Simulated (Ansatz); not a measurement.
Runs of Ansatz 0.2.0 on Os. It takes space group P6_3/mmc (No. 194, hexagonal). The conventional cell has a = 2.734 Å, b = 2.734 Å, c = 4.320 Å, α = 90.00°, β = 90.00°, γ = 120.00°. Around Os (site symmetry -6m2) lie 12 Os at 2.68 to 2.73 Å. 

```tsv
task	level	cell	points for each segment of the path	gap on the mesh (eV)	pressure (GPa)	relaxed volume (Å³/atom)
single point	B3LYP	as given	-	none	(a)	-
relaxation of cell and atoms	HSE06	relaxed	-	none	0.0	13.83
band structure	HSE06	as given	4	none	(b)	-
relaxation of cell and atoms	PBE0	relaxed	-	none	0.0	13.84
relaxation of cell and atoms	PBEsol0	relaxed	-	none	0.0	13.60
```

Alike in all rows: potentials or basis Ansatz PAW; no spin polarisation; k mesh 6 × 6 × 3; cutoff (eV) 420; smearing fermi-dirac 0.05 eV; the mesh is coarse, so values aren't converged.

Question: Estimate the missing entries.

Answer: (a) 12.3; (b) -4.9.

Caveats: all runs use coarse meshes; the PAW data sets come from PBE, with cores solved anew for the run's functional, which leaves a small shift of forces and pressure; the plane-wave basis is chosen anew once the cell has moved, so the energies of steps on either side of that aren't comparable (some runs); the thresholds are loose for stress (some runs); spin-orbit coupling is left out, which moves the levels of the heavy elements (some runs).

A k mesh can miss the band edges, and the runs leave out spin-orbit coupling on Os.

A gap of «none» marks a metal or a gap under the smearing width.
